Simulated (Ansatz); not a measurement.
Straining HfS$_{2}$

Level of theory: DFT PBE+D3(BJ), scalar-relativistic, plane waves, PAW (Ansatz). Settings: 420 eV cutoff, 12×12×6 k-mesh, Gaussian smearing of 0.02 eV, no spin polarisation.

The relaxed crystal:

```xyz
3
Lattice="3.6059 0.0000 0.0000 -1.8029 3.1228 0.0000 0.0000 0.0000 5.7704" Properties=species:S:1:pos:R:3 pbc="T T T"
Hf    0.0000    0.0000    0.0000
S     1.8029    1.0409    4.3140
S     0.0000    2.0818    1.4564
```

Deformation: all cell vectors scaled alike, the atoms relaxed, all within the symmetry that the strain leaves. Energies are extrapolated to zero smearing. Gaps are Kohn–Sham gaps over the whole zone.

Spin-orbit coupling is left out, which matters for the bands and energies of heavy elements.

```csv
strain (%),ΔE (meV/atom),a (Å),b (Å),c (Å),gap (eV)
-4.5,65.6,3.444,3.444,5.511,0.10
-3.0,27.6,3.498,3.498,5.597,0.38
-1.5,6.5,3.552,3.552,5.684,0.63
+0.0,0.0,3.606,3.606,5.770,0.85
+1.5,6.1,3.660,3.660,5.857,1.04
+3.0,23.1,3.714,3.714,5.944,1.19
+4.5,49.7,3.768,3.768,6.030,1.32
```

What stiffness (1/V) d²E/dε² at zero strain does a cubic fit over all points give?

A cubic fit gives (1/V) d²E/dε² = 422 GPa at zero strain (nine times the bulk modulus at fixed shape).

How fast does the gap move with strain on either side?

147 meV per percent on the compressed side and 124 meV per percent on the stretched side; it is indirect at -1.5 %, indirect at zero and indirect at +1.5 %.